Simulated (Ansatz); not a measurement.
The elements of this relaxed trial crystal are hidden behind letters.

```
lattice vectors (Å)
   2.5455    0.0000    0.0000
  -1.2728    2.2045    0.0000
   0.0000    0.0000    8.9997
fractional positions
X 0.3333 0.6667 0.7500
X 0.6667 0.3333 0.2500
Z 0.3333 0.6667 0.9765
Z 0.3333 0.6667 0.5235
Z 0.6667 0.3333 0.4765
Z 0.6667 0.3333 0.0235
```

These are results of DFT PBE, scalar-relativistic, plane waves, PAW (Ansatz), not measurements. The final run on the 6-atom cell used 420 eV, a Γ-centred 18×18×4 mesh, 0.10 eV smearing and no spin polarisation.

- Space group: P6_3/mmc (No. 194)
- Conventional cell: a = 2.546 Å, c = 9.000 Å
- Volume per atom: 8.42 Å³
- Density: 3.43 g/cm³
- Energy over the elements: +0.36 eV/atom
- Gap on the 18×18×4 mesh of the 6-atom cell: 0 eV (a metal)

Energies are uncorrected and count from the elements' standard states at the same level.

Question: X is a p-block element of period 3 and Z is a p-block element of period 2. Which elements are they?

Answer: X = Si, Z = C, so the formula is SiC2. Density times volume gives a mean mass of 3.43 × 8.42/1.6605 = 17.4 u per atom, and this set has 17.4 u. Among the elements that the hints allow, noble gases aside, only these give it. Around Si lie 2 C at 2.04 Å and 6 Si at 2.55 Å; around C lie 3 C at 1.53 Å and 1 Si at 2.04 Å.

A later test with randomly moved atoms came back to the same energy, though modes that don't fit the test's cell weren't probed. Another cell of SiC2 relaxed alike, in P6/mmm, lies 34 meV/atom lower, so this cell isn't the stable form at this level.
